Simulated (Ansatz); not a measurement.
HCl:

```
Cl H
1.0
     0.00000    2.67500    2.85500
     2.51500    0.00000    2.85500
     2.51500    2.67500    0.00000
Cl H
1 1
Direct
  0.50000 0.50000 0.50000
  0.00000 0.00000 0.00000
```

| Property | Result |
| --- | --- |
| Program | Ansatz 0.2.0 |
| Task | relaxation of cell and atoms |
| Functional | r2SCAN |
| Dispersion | D3(BJ) |
| Potentials or basis | Ansatz PAW |
| Cutoff | 500 eV (not typed: the program's choice for these potentials) |
| k mesh | 9 × 9 × 9 |
| Occupations | fermi-dirac, width 0.05 eV |
| Spin | no spin polarisation |

At the start: volume 19.21 Å³/atom.

Where does the relaxation end?

It ends after 20 steps and the volume is 18.24 Å³/atom (-5.1 %); space group I4/mmm (No. 139, to 0.05 Å).

Step by step:
```csv
step,energy change (eV),largest force (eV/Å),volume (Å³)
1,0.0000,0.0000,38.41
2,-0.2931,0.0000,34.84
3,-0.5705,0.0000,31.87
4,-0.8400,0.0000,29.49
5,-1.1179,0.0000,27.63
6,-1.4195,0.0000,26.19
7,-1.7585,0.0000,25.22
8,-2.1686,0.0000,25.28
9,-2.3756,0.0000,24.58
10,-2.4835,0.0000,26.60
11,-2.5571,0.0000,28.71
12,-2.5988,0.0000,31.42
13,-2.6146,0.0000,33.65
14,-2.6177,0.0000,35.04
15,-2.6178,0.0000,35.39
16,-2.6178,0.0000,35.51
17,-2.6235,0.0000,35.51
18,-2.6240,0.0000,36.23
19,-2.6240,0.0000,36.47
20,-2.6241,0.0000,36.47
```

Final structure:
```xyz
2
Lattice="0.0000 3.4521 3.4547 1.5292 0.0000 3.4547 1.5292 3.4521 0.0000" Properties=species:S:1:pos:R:3 pbc="T T T"
Cl    1.5292    3.4521    3.4547
H     0.0000    0.0000    0.0000
```

Caveat: the plane-wave basis is chosen anew once the cell has moved, so the energies of steps on either side of that aren't comparable; the PAW data sets come from PBE, with cores solved anew for the run's functional, which leaves a small shift of forces and pressure; the dispersion damping was fitted for another functional or another form of the correction.
